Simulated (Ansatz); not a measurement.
HgTe (Coloradoite):

```
Hg Te
1.0
     0.00000    3.21450    3.21450
     3.21450    0.00000    3.21450
     3.21450    3.21450    0.00000
Hg Te
1 1
Direct
  0.00000 0.00000 0.00000
  0.75000 0.75000 0.75000
```

```yaml
Program: Ansatz 0.2.0
Task: relaxation of cell and atoms
Functional: revPBE
Dispersion: D3(BJ)
Potentials_or_basis: all-electron LAPW, scalar-relativistic
Basis_error_allowed: 0.001 eV/atom
k_mesh: 7 × 7 × 7
Occupations: fermi-dirac, width 0.05 eV
Spin: no spin polarisation
```

At the start: volume 33.22 Å³/atom.

**Question.** How do energy, volume and symmetry change on relaxing?

**Answer.** Over 5 steps the energy falls by 7.6 meV/atom and the volume is 34.60 Å³/atom (+4.2 %); space group F-43m (No. 216, to 0.05 Å).

Step by step:
| step | energy change (eV) | largest force (eV/Å) | volume (Å³) |
| --- | --- | --- | --- |
| 1 | 0.0000 | 0.0000 | 66.43 |
| 2 | -0.0104 | 0.0000 | 70.85 |
| 3 | -0.0152 | 0.0000 | 69.33 |
| 4 | -0.0152 | 0.0000 | 69.19 |
| 5 | -0.0152 | 0.0000 | 69.19 |

Final structure:
```xyz
2
Lattice="0.0000 3.2585 3.2585 3.2585 0.0000 3.2585 3.2585 3.2585 0.0000" Properties=species:S:1:pos:R:3 pbc="T T T"
Hg    0.0000    0.0000    0.0000
Te    4.8877    4.8877    4.8877
```
